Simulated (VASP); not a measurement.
Bi:

```xyz
3
Lattice="4.7462 0.0000 0.0000 -2.3731 4.1103 0.0000 0.0000 0.0000 5.3847" Properties=species:S:1:pos:R:3 pbc="T T T"
Bi    1.0698    0.0000    1.7949
Bi   -0.5349    0.9265    3.5898
Bi    1.8382    3.1839    0.0000
```

The cell was built by a generator and needn't be a form met in nature.

```yaml
Program: VASP 6.6.1
Task: relaxation of cell and atoms
Functional: PBE
Potentials_or_basis: VASP PAW PBE potentials, release 64 (Bi_d)
Cutoff: 600 eV
k_mesh: 6 × 6 × 4
Occupations: gaussian, width 0.1 eV
Spin: no spin polarisation
```

At the start: pressure 17.9 GPa; volume 35.02 Å³/atom.

Where does the relaxation end?

Over 24 steps the energy falls by 1139.8 meV/atom and the volume is 35.13 Å³/atom (+0.3 %); space group R-3m (No. 166, to 0.05 Å).

Step by step:
```
step  energy change (eV)  largest force (eV/Å)  pressure (GPa)  volume (Å³)
   1              0.0000                5.8121           17.94       105.05
   2             -0.9942                0.2799           -6.41       175.92
   3             -2.2993                0.7953           -2.69       135.54
   4             -2.3067                0.8924           -2.34       134.04
   5             -2.3081                1.0051           -1.87       132.39
   6             -2.5455                1.1338           -1.56       125.08
   7             -3.1163                1.2229            2.09       104.69
   8              0.2766                1.2758           47.47        70.52
   9             -2.9586                1.5827            4.08       101.95
  10             -2.7041                0.9796           13.42        88.04
  11             -2.9576                1.5423            5.71        98.43
  12             -3.0436                1.3054            5.71        97.87
  13             -3.1988                0.6466            5.62        96.19
  14             -3.0927                0.3906            7.99        92.83
  15             -3.2186                0.2802            6.12        95.10
  16             -3.3142                0.2421            3.96        98.12
  17             -3.3995                0.1782            0.40       104.49
  18             -3.4010                0.1688            0.04       105.39
  19             -3.4010                0.1685           -0.08       105.62
  20             -3.4031                0.1555           -0.08       105.61
  21             -3.4084                0.1179           -0.06       105.58
  22             -3.4156                0.0584            0.00       105.51
  23             -3.4186                0.0529            0.07       105.31
  24             -3.4193                0.0014            0.04       105.39
```

Final structure:
```xyz
3
Lattice="4.5981 0.0000 0.0000 -2.2990 3.9821 0.0000 0.0000 0.0000 5.7558" Properties=species:S:1:pos:R:3 pbc="T T T"
Bi    1.5336    0.0000    1.9186
Bi    3.8313    1.3282    3.8372
Bi    1.5322    2.6539    0.0000
```
